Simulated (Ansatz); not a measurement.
# Ti: the cost of one run

Program: Ansatz 0.2.0. Level of theory: DFT PBE, scalar-relativistic, plane waves, PAW. These are calculated values, not measurements.

### 1 The structure to begin with

The structure is cubic, space group Im-3m (No. 229). The conventional cell has a = 3.255 Å, b = 3.255 Å, c = 3.255 Å, α = 90.00°, β = 90.00°, γ = 90.00°. Around Ti (site symmetry m-3m) lie 8 Ti at 2.82 Å.

As a file:

```cif
data_structure
_symmetry_space_group_name_H-M 'P 1'
_symmetry_Int_Tables_number 1
_cell_length_a 2.8191
_cell_length_b 2.8191
_cell_length_c 2.8191
_cell_angle_alpha 109.471
_cell_angle_beta 109.471
_cell_angle_gamma 109.471
_cell_volume 17.25
loop_
_atom_site_label
_atom_site_type_symbol
_atom_site_fract_x
_atom_site_fract_y
_atom_site_fract_z
_atom_site_occupancy
Ti1 Ti 0.00000 0.00000 0.00000 1
```

This cell was relaxed beforehand with the same method: volume 17.25 Å³/atom, gap on the mesh none (metal).

### 2 What is varied

The energy is mapped over two homogeneous strains (x along [1 0 0], y along [0 1 0], z along [0 0 1] of the conventional cell).

- engineering shear strain xy: 7 values from −22.0 to 22.0 %
- normal strain along z: 7 values from −15 to 15 %

Nothing else is relaxed (symmetry fixes all fractional coordinates). Energies count from the relaxed crystal. Points are written as (first, second).

### 3 Point (−22.0 %, −15 %)

Input file input.yaml:

```yaml
crystal:
  lattice:
    - [-1.8066566543, 1.8066566543, 1.3834758164]
    - [1.8066566543, -1.8066566543, 1.3834758164]
    - [1.4485805607, 1.4485805607, -1.3834758164]
  atoms:
    - { symbol: Ti, position: [0.0, 0.0, 0.0] }
basis:
  ecutwfc: 520.0
kpoints:
  mp_grid: { grid: [20, 20, 20] }
hamiltonian:
  xc: pbe
  pseudopotentials: { kind: paw, azcp: { folder: soft_1 } }
scf:
  occupations: { method: gaussian, width: 0.15 }
output:
  forces: true
  stress: true
  eigenvalues: true
  write_density: true
  write_potential: true
  elf: true
  volumetric_format: npy
```

Command:

```bash
$ ansatz run input.yaml --threads 1 --pin off --max-ram 2048MiB --backend cpu --events-out ev --progress --plain --runs-dir out
```

Q: Estimate wall time and peak memory on 1 thread of Arm Neoverse N1, shared host.

About 35 s, with a peak of 0.5 GiB.
